**Q:** I have the results for molybdenum under pressure in front of me. The volume shrinks most at 40 GPa, as it should. But why is the loss there not twice the loss at 20 GPa?

Bcc Mo (1-atom cell) relaxed under hydrostatic pressure at zero temperature with its symmetry kept, using Ansatz 0.2.0: r2SCAN, plane-wave PAW, scalar-relativistic, no spin polarisation, 500 eV cutoff, 18×18×18 k mesh, Gaussian smearing of 0.1 eV. Changes are from the cell relaxed at zero pressure (cubic a = 3.150 Å); energies are extrapolated to zero smearing.

```csv
applied pressure (GPa),volume change (%),enthalpy change (eV/atom),a change (%),energy change (meV/atom)
-2,0.76,-0.196,0.25,0.8
2,-0.73,0.194,-0.24,0.7
5,-1.78,0.483,-0.60,4.2
10,-3.39,0.959,-1.14,15.8
20,-6.25,1.887,-2.13,57.1
40,-10.90,3.669,-3.77,191.0
```

**A:** Think of two extreme materials. An ideal spring gives way in proportion to the load, so doubling the pressure doubles the volume loss. A material that closes up early and then meets a hard wall loses nothing more, however much you add. Molybdenum loses 6.25 % at 20 GPa and 10.90 % at 40 GPa, a factor of 1.74, so it is much closer to the spring than to the wall, but it has clearly begun to stiffen.

The same stiffening appears at each step down the table. Between -2 and 2 GPa, every added GPa removes about 0.37 % of the starting volume. Between 20 and 40 GPa it removes only 0.23 %. The metal is harder to squeeze because it has already been squeezed.

**Q:** If I measure a length instead of a volume, can I simply divide by three?

**A:** For small changes, yes. A cubic crystal under uniform pressure shrinks equally along its three axes, and each axis contributes a third of the volume change. At 2 GPa, three times the a change is -0.72 %, against a volume change of -0.73 %, which agrees within the rounding.

At 40 GPa the shortcut gives -11.31 %, while the volume has changed by -10.90 %. The reason is geometrical: the second edge is cut from a block that the first cut has already made smaller, so the three losses don't quite add. Cubing the shortened edge, 0.9623³ = 0.891, brings back the right volume. On the scale of atoms, the distance between nearest neighbours has fallen by only about 0.10 Å from 2.73 Å, and that small approach is enough to change the stiffness noticeably.

**Q:** How much stiffer does it get, and what makes it so?

**A:** The usual measure is the bulk modulus, the added pressure divided by the relative volume loss that it causes, with the loss counted against the current volume. For the last step this is 20 GPa / ln(0.9375/0.8910) = 393 GPa, where the two numbers in the logarithm are the remaining volume fractions at 20 and 40 GPa. Around zero pressure, the final volumes and pressures of the runs at -2 and 2 GPa give 270 GPa. The modulus therefore grows by nearly half over this range, or by about 4 GPa for each GPa applied.

The cause lies in how two opposing forces change with distance. Bonding pulls the atoms together, while a short-range repulsion pushes them apart, and at zero pressure the two cancel. Their rates of change do not cancel. When the atoms approach, the push grows faster than the pull, and the difference between these two rates is the stiffness. Further compression favours the steeper of the two even more, so the difference widens and the modulus rises.

Electronic theory gives both forces a source. In molybdenum the d electrons fill mostly the bonding half of their band, and the band widens as neighbours come closer, which supplies a strong pull. The push comes from the outer electrons, whose kinetic energy rises when they are confined to less space, and from the overlap of the inner closed shells. The table contains only the sum of these effects: it shows the stiffening, while the division into pull and push rests on the theory.

**Q:** The energy change is positive at -2 GPa as well as at 2 GPa. Shouldn't pulling do the opposite of pushing?

**A:** It does for the volume, which grows under tension and shrinks under compression. The energy is different because the unloaded crystal sits at the bottom of a valley. A step in either direction leads uphill, whatever the sign of the pressure.

Near the bottom, the valley has the shape of a parabola. The volume change is then proportional to the pressure, and the stored energy to its square. That is why 2 GPa costs less than 1 meV per atom although the change in volume is easy to see. Doubling the pressure should quadruple the energy in this limit, and from 5 to 10 GPa it rises by a factor of 15.8/4.2 = 3.8. From 20 to 40 GPa the factor is only 3.3, since a stiffened metal yields less to the added load and so takes up less work than a spring would.

**Q:** Could I have estimated the stored energy at 40 GPa from the volume alone?

**A:** Yes, if you treat the metal as an ideal spring. The work done on it is the area under the curve of pressure against volume loss. For a spring that area is a triangle, half the final pressure times the volume lost. An atom starts with 15.63 Å³ and loses 10.90 % of it, which is 1.70 Å³. Half of 40 GPa times 1.70 Å³ is 34 GPa Å³, and since 1 eV/Å³ equals about 160 GPa, the result is 0.21 eV, or 213 meV before rounding.

The calculation gives 191 meV, so the spring estimate is 11 % above the computed value. The sign of the error follows from the stiffening. In the real metal the first part of the volume is lost at low pressure and the last part costs much more, so the curve sags below the straight side of the triangle. At 10 GPa, where the sag is slight, the same estimate is less than 5 % too high. Its only inputs are the pressure and the computed volume loss, with no adjustable constant.

**Q:** Then what is the enthalpy change? At 40 GPa it is 3.669 eV per atom, nearly twenty times the energy that you say is stored.

**A:** Enthalpy is H = E + PV, where E is the internal energy, P the pressure and V the volume. Consider a perfectly rigid block. It stores no energy at all when pressed, yet its enthalpy rises by P times V simply because it occupies space in a pressurised surrounding. For a rigid atom of this size at 40 GPa, that would be 40 × 15.63/160 = 3.9 eV.

Molybdenum is not far from that limit. Its PV term at 40 GPa is 3.48 eV, a little less than for the rigid block because the volume has shrunk, and the stored energy adds only about 5 % of the total. The negative value at -2 GPa has the same origin: P is negative, so PV is too, although the internal energy has gone up. For the work needed to compress a cold piece of metal slowly, the energy column is the one to read.

The enthalpy is needed for a different question, namely which of two crystal structures wins at a given pressure. Its slope with pressure is the volume, so the denser structure gains ground as the pressure rises. Between 20 and 40 GPa the slope corresponds to 14.3 Å³ per atom, which is the mean volume of those two rows. These runs follow one structure only, with its symmetry held fixed, so they supply one side of such a comparison.

**Q:** Which digits may I quote? The table has 0.8 meV for pulling and 0.7 meV for pushing, and I would like to conclude that pulling costs more.

**A:** Don't conclude it from these two entries. They differ by one unit in the last printed digit, and rounding alone can produce that. The unrounded energies of the runs do show that pulling costs slightly more, by less than a tenth of a meV, as expected of a metal that is softer under tension. At 40 GPa the smearing matters more than the rounding. The table's 191.0 meV comes from energies extrapolated to zero smearing, while the free energy of the same runs rises by 191.7 meV, so I would leave out the decimal.

Rounding also affects the modulus near zero pressure. The two volume changes there span 0.76 + 0.73 = 1.49 %, and rounding can shift this span by 0.01 %. That is about 0.7 % of the span, so the modulus taken from the printed values, 268.5 GPa, is uncertain by about 2 GPa. The unrounded volumes give 270 GPa, and that is the value I would quote, without decimals.

A number can also be steady in its digits and still be off as a description of the real metal. Another density functional would change the equilibrium volume and the modulus together, and this table has only one functional, so it cannot tell you by how much. The values also belong to zero temperature without zero-point motion. All rows share one cutoff and one k mesh, so the table doesn't show how far the last digits depend on those settings.

**Q:** What would change if I replaced molybdenum with a soft metal such as sodium?

**A:** The first thing to change is what counts as a high pressure. The natural scale is the metal's own bulk modulus. For molybdenum, even 40 GPa is only about a seventh of the modulus at zero pressure, and the spring estimate of the energy, made with the computed volume loss, is still only about a tenth too high. Sodium has a modulus of roughly 6 GPa (a value recalled from the literature, not computed here), so molybdenum is some forty times stiffer.

For sodium, 2 GPa is already a third of the modulus. A pressure that hardly moves molybdenum would take sodium well out of the range where volume loss is proportional to load. The chemical reason is the bonding: sodium has a single loosely held s electron per atom, spread over a large volume, and no d band to bind neighbours tightly. Its pull and push balance at a large distance, where both change slowly, and a slow change of force with distance is what makes a metal soft.
